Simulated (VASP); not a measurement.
# ZrB (Fm-3m) in VASP: further runs, part 2 of 2

VASP 6.6.1. Earlier steps stand in the parts before.

### Step 4. Single point, PBE (strain along c alone, the other axes held, atoms relaxed: -6.0 %)

The input, INCAR:

```
SYSTEM = ZrB
  PREC = Accurate
  ENCUT = 520
  EDIFF = 1E-6
  ISMEAR = 0
  SIGMA = 0.1
  LREAL = .False.
  LASPH = .True.
  NELM = 100
  ALGO = Fast
  ISIF = 2
  LWAVE = .False.
  LCHARG = .False.
  GGA = PE
  NBANDS = 23
```

The input, KPOINTS:

```
Automatic mesh
0
Gamma
  12 12 10
  0 0 0
```

The input, POSCAR:

```
ZrB
1.0
    2.4520505267      2.4520505267      0.0000000000
   -2.4520505267      2.4520505267      0.0000000000
    0.0000000000      0.0000000000      4.6098549903
Zr B
2 2
Direct
    0.0000000000      0.0000000000      0.0000000000
    0.5000000000      0.5000000000      0.5000000000
    0.5000000000      0.5000000000      0.0000000000
    0.0000000000      0.0000000000      0.5000000000
```

Potentials or basis: VASP PAW PBE potentials, release 64 (Zr_sv, B).

On the command line:

```console
$ cat potpaw_PBE.64/Zr_sv/POTCAR potpaw_PBE.64/B/POTCAR > POTCAR
$ mpirun -np 1 vasp_std > vasp.out
```

OUTCAR:

```text
SYSTEM = ZrB
   PREC = Accurate
   ENCUT = 520
   EDIFF = 1E-6
   ISMEAR = 0
   LREAL = .False.
   LASPH = .True.
   NELM = 100
   ISIF = 2
   GGA = PE

 ion  position               nearest neighbor table
   1  0.000  0.000  0.000-   4 2.30   4 2.30   3 2.45   3 2.45   3 2.45   3 2.45   2 3.37   2 3.37
                             2 3.37   2 3.37   2 3.37   2 3.37   2 3.37   2 3.37
   2  0.500  0.500  0.500-   3 2.30   3 2.30   4 2.45   4 2.45   4 2.45   4 2.45   1 3.37   1 3.37
                             1 3.37   1 3.37   1 3.37   1 3.37   1 3.37   1 3.37
   3  0.500  0.500  0.000-   2 2.30   2 2.30   1 2.45   1 2.45   1 2.45   1 2.45
   4  0.000  0.000  0.500-   1 2.30   1 2.30   2 2.45   2 2.45   2 2.45   2 2.45

  LATTYP: Found a simple tetragonal cell.
 ALAT       =     3.4677231105
 C/A-ratio  =     1.3293607487

  Lattice vectors:

 A1 = (   2.4520505267,   2.4520505267,   0.0000000000)
 A2 = (  -2.4520505267,   2.4520505267,   0.0000000000)
 A3 = (   0.0000000000,   0.0000000000,   4.6098549903)

Analysis of symmetry for initial positions (statically):
=====================================================================
 Subroutine PRICEL returns following result:

  LATTYP: Found a body centered tetragonal cell.
 ALAT       =     3.4677231105
 C/A-ratio  =     1.3293607487

  Lattice vectors:

 A1 = (   0.0000000000,  -2.4520505267,  -2.3049274951)
 A2 = (   0.0000000000,   2.4520505267,  -2.3049274951)
 A3 = (   2.4520505267,   0.0000000000,   2.3049274951)

   2 primitive cells build up your supercell.

 Routine SETGRP: Setting up the symmetry group for a
 simple tetragonal supercell.

 Subroutine GETGRP returns: Found 16 space group operations
 (whereof 16 operations were pure point group operations)
 out of a pool of 16 trial point group operations.

The static configuration has the point symmetry D_4h.

Analysis of symmetry for dynamics (positions and initial velocities):
=====================================================================
 Subroutine PRICEL returns following result:
[... 142 lines left out ...]
  Fermi-wavevector in a.u.,A,eV,Ry     =   1.334105  2.521092 24.216127  1.779835
  Thomas-Fermi vector in A             =   2.462912
   LORBIT       =      0    0 simple, 1 ext, 2 COOP (PROOUT), +10 PAW based schemes
   GGA     = PE    functional components
   LHFCALC =     F    Hartree Fock is set to
   AEXX    =    0.0000 exact exchange contribution
   IVDW    =     0    specifies the selected vdW correction
   LEPSILON=     F    determine dielectric tensor
   LRPA    =     F    only Hartree local field effects (RPA)
 non-spin polarized calculation
 RMM-DIIS sequential band-by-band and
 Gauss-broadening in eV      SIGMA  =   0.10
  energy-cutoff  :      520.00
  volume of cell :       55.43
 maximum number of plane-waves:      1529
 NGX is ok and might be reduce to    28
   NGX = 13   NGY = 13   NGZ = 17

 number of electron      29.9999999 magnetization

 Free energy of the ion-electron system (eV)
  ---------------------------------------------------
  ext. energy  EPLUGINS =         0.00000000
  ---------------------------------------------------
  free energy    TOTEN  =       -31.72106780 eV

  energy without entropy =      -31.70721338  energy(sigma->0) =      -31.71414059

 E-fermi :   8.0308     XC(G=0): -11.7530

 val. band max:        8.0286943123   @ k =   0.3333   0.0000   0.0000
 cond. band min:       8.0414605640   @ k =   0.4167   0.2500   0.2000
 fundamental gap:      0.0127662517
 Fermi energy:         8.0308122540

 k-point     1 :       0.0000    0.0000    0.0000
  band No.  band energies     occupation
      1     -39.1665      2.00000
      2     -39.0503      2.00000
      3     -17.5988      2.00000
      4     -17.2490      2.00000
      5     -17.2490      2.00000
      6     -16.9830      2.00000
[... 613 lines left out ...]
     22      14.4414      0.00000
     23      14.5507      0.00000

 [... further k-points ...]

------------------------ aborting loop because EDIFF is reached ----------------------------------------

  FORCE on cell =-STRESS in cart. coord.  units (eV):
  Direction    XX          YY          ZZ          XY          YZ          ZX
  --------------------------------------------------------------------------------------
  -------------------------------------------------------------------------------------
  Total        1.5494110      1.5494110      9.7506708      0.0000000      0.0000000     -0.0000000
  in kB       44.7817558     44.7817558    281.8181666      0.0000000      0.0000000     -0.0000000
  external PRESSURE =     123.7938927 kB  Pullay stress =       0.0000000 kB

 VOLUME and BASIS-vectors are now :
 -----------------------------------------------------------------------------
  energy-cutoff  :      520.00
  volume of cell :       55.43
      direct lattice vectors                 reciprocal lattice vectors
     2.452050527  2.452050527  0.000000000     0.203910969  0.203910969  0.000000000
    -2.452050527  2.452050527  0.000000000    -0.203910969  0.203910969  0.000000000
     0.000000000  0.000000000  4.609854990     0.000000000  0.000000000  0.216926563

 POSITION                                       TOTAL-FORCE (eV/Angst)
 -----------------------------------------------------------------------------------
      0.00000      0.00000      0.00000        -0.000000     -0.000000      0.000000
      0.00000      2.45205      2.30493        -0.000000      0.000000     -0.000000
      0.00000      2.45205      0.00000         0.000000     -0.000000      0.000000
      0.00000      0.00000      2.30493         0.000000     -0.000000      0.000000
 -----------------------------------------------------------------------------------
    total drift:                               -0.000000      0.000000      0.000000

  FREE ENERGIE OF THE ION-ELECTRON SYSTEM (eV)
  ---------------------------------------------------
  free  energy   TOTEN  =       -31.7210678022 eV

  energy  without entropy=      -31.7072133759  energy(sigma->0) =      -31.71414059
```

OSZICAR:

```text
N       E                     dE             d eps       ncg     rms          rms(c)
DAV:   1     0.234895634687E+03    0.23490E+03   -0.15838E+04  7728   0.130E+03
DAV:   2    -0.192286152998E+02   -0.25412E+03   -0.24394E+03  9260   0.357E+02
DAV:   3    -0.350175694395E+02   -0.15789E+02   -0.15543E+02 14125   0.693E+01
[... 12 lines left out ...]
RMM:  16    -0.317210645161E+02   -0.61895E-06   -0.21083E-04 12084   0.117E-01    0.371E-02
RMM:  17    -0.317210743700E+02   -0.98539E-05   -0.63866E-05 12703   0.439E-02    0.446E-02
RMM:  18    -0.317210697693E+02    0.46007E-05   -0.25027E-05 11277   0.284E-02    0.230E-02
RMM:  19    -0.317210681483E+02    0.16209E-05   -0.12873E-05 10678   0.206E-02    0.122E-02
RMM:  20    -0.317210678022E+02    0.34609E-06   -0.77025E-06  9585   0.152E-02
   1 F= -.31721068E+02 E0= -.31714141E+02  d E =-.138544E-01
```

It took 2.9 min on 1 thread of AMD EPYC 9R45 (Zen 5), shared host; peak memory 0.27 GiB.

Results:

- Free energy: -31.7211 eV
- Pressure: 12.4 GPa
- Band gap on the k mesh: none (metal or under the smearing width)

Stress tensor (GPa, compression positive):
```
 4.48  0.00  0.00
 0.00  4.48  0.00
 0.00  0.00 28.18
```

Levels at points of the mesh, in eV from the Fermi level:
```tsv
k point	band 11	band 12	band 13	band 14	band 15	band 16	band 17	band 18	band 19	band 20
(0.00, 0.00, 0.00)	-0.94	-0.11	1.63	1.63	1.95	1.95	2.25	3.05	3.46	3.46
(0.50, 0.00, 0.00)	-2.41	-2.41	-0.74	-0.74	-0.52	-0.52	3.59	3.59	5.32	5.32
(0.50, 0.50, 0.00)	-0.85	-0.85	-0.85	-0.85	2.24	2.24	2.55	2.55	4.79	4.79
(0.00, 0.00, 0.50)	-1.57	-1.57	0.32	0.32	0.97	0.97	0.97	0.97	3.90	3.90
(0.50, 0.00, 0.50)	-3.94	-3.94	-1.35	-1.35	-1.20	-1.20	4.97	4.97	5.41	5.41
(0.50, 0.50, 0.50)	-1.28	-1.28	-1.28	-1.28	-1.12	-1.12	5.33	5.33	5.33	5.33
```

### Step 5. Summary

| cell | gap on the mesh (eV) | pressure (GPa) |
| --- | --- | --- |
| strain along c alone, the other axes held, atoms relaxed: +4.0 % | none | -5.4 |
| strain along c alone, the other axes held, atoms relaxed: +6.0 % | none | -7.4 |
| strain along c alone, the other axes held, atoms relaxed: -6.0 % | none | 12.4 |

Alike in all rows: task single point; level PBE; potentials or basis VASP PAW PBE potentials, release 64 (Zr_sv, B); no spin polarisation; k mesh 12 × 12 × 10; cutoff (eV) 520; smearing gaussian 0.1 eV.

Absolute energies hang on the potentials; compare differences alone.
